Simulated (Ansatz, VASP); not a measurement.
## TaAs in VASP and in Ansatz

Contents of INCAR:

```
PREC = Accurate
ENCUT = 520
EDIFF = 1E-6
ISMEAR = 0
SIGMA = 0.1
LREAL = False
LASPH = True
NELM = 100
ALGO = Fast
ISIF = 2
LWAVE = False
LCHARG = False
GGA = PS
NBANDS = 33
```

The input KPOINTS:

```
regular mesh
0
Gamma
  9 9 10
```

The input POSCAR:

```
TaAs
1.0
    5.7392574319      0.0000000000      0.0000000000
   -2.8696287160      4.9703427349      0.0000000000
    0.0000000000      0.0000000000      3.5118510507
Ta As
3 3
Direct
    0.0000000000      0.0000000000      0.0000000000
    0.3333333333      0.6666666667      0.5000000000
    0.6666666667      0.3333333333      0.5000000000
    0.5000000000      0.0000000000      0.0000000000
    0.5000000000      0.5000000000      0.0000000000
    0.0000000000      0.5000000000      0.0000000000
```

Input for Ansatz:

```yaml
crystal:
  lattice:
    - [5.7392574319, 0.0, 0.0]
    - [-2.869628716, 4.9703427349, 0.0]
    - [0.0, 0.0, 3.5118510507]
  atoms:
    - { symbol: Ta, position: [0.0, 0.0, 0.0] }
    - { symbol: Ta, position: [0.3333333333, 0.6666666667, 0.5] }
    - { symbol: Ta, position: [0.6666666667, 0.3333333333, 0.5] }
    - { symbol: As, position: [0.5, 0.0, 0.0] }
    - { symbol: As, position: [0.5, 0.5, 0.0] }
    - { symbol: As, position: [0.0, 0.5, 0.0] }
basis:
  ecutwfc: 420
kpoints:
  mp_grid: { grid: [9, 9, 10] }
hamiltonian:
  xc: pbesol
scf:
  occupations: { method: gaussian, width: 0.1 }
output:
  forces: true
  stress: true
  eigenvalues: true
  populations: true
```

Alike in both runs: task single point; functional PBEsol; k mesh 9 × 9 × 10; occupations gaussian, width 0.1 eV; no spin polarisation.

|  | VASP | Ansatz |
| --- | --- | --- |
| version | VASP 6.6.1 | Ansatz 0.2.0 |
| potentials or method | VASP PAW PBE potentials, release 64 (Ta_pv, As) | scalar-relativistic, plane waves, PAW |
| plane-wave cutoff (eV) | 520 | 420 |
| valence electrons in the cell | 48 | 84 |

```tsv
	VASP	Ansatz	Ansatz less VASP
gap on the k mesh at the Fermi level (eV)	none	none	-
pressure (GPa)	27.8	26.6	-1.15
largest component of the traceless stress (GPa)	9.89	9.40	-0.491
```

A gap of «none» marks a metal or a gap that the smearing closes. The two sets of potentials don't hold the same shells in valence.

Caveats: so large a pressure means that the cell lies far from this level's equilibrium, or that cutoff or potentials fall short (VASP); the potentials were made for another functional, which shifts forces and pressure (VASP). Spin-orbit coupling is left out, which matters for the levels of Ta.
